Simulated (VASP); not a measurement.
InAs, 2 atoms in the cell. It takes space group F-43m (No. 216, cubic). The conventional cell has a = 6.036 Å, b = 6.036 Å, c = 6.036 Å, α = 90.00°, β = 90.00°, γ = 90.00°. Around In (site symmetry -43m) lie 4 As at 2.61 Å. As (site symmetry -43m) has 4 In at 2.61 Å as nearest neighbours. 

| Property | Result |
| --- | --- |
| Program | VASP 6.6.1 |
| Task | band structure |
| Functional | r2SCAN50 |
| Potentials or basis | VASP PAW PBE potentials, release 64 (In_d, As) |
| Cutoff | 520 eV |
| k mesh | 4 × 4 × 4 |
| Occupations | fermi-dirac, width 0.05 eV |
| Spin | no spin polarisation |
| Grid for exact exchange (PRECFOCK) | Fast |
| Exchange at q = 0 | default |
| Further INCAR settings | ALGO = Normal; EDIFF = 1e-07; NBANDS = 16 |

Potentials or basis: VASP PAW PBE potentials, release 64 (In_d, As).

The run is started by

```console
$ cat potpaw_PBE.64/In_d/POTCAR potpaw_PBE.64/As/POTCAR > POTCAR
$ cp INCAR.step1 INCAR
$ mpirun -np 1 vasp_std > vasp.out
$ cp INCAR.step2 INCAR
$ mpirun -np 1 vasp_std > vasp.out
```

Hardware: 1 thread of Intel(R) Xeon(R) Platinum 8259CL CPU @ 2.50GHz (Skylake/Cascade Lake), with other jobs on the host.

**Question.** How long does it take, and how much memory?

**Answer.** Run time: 46 min on 1 thread of Intel(R) Xeon(R) Platinum 8259CL CPU @ 2.50GHz (Skylake/Cascade Lake), with other jobs on the host, peak memory 0.29 GiB. Counts: scf iterations 151, k points 8.
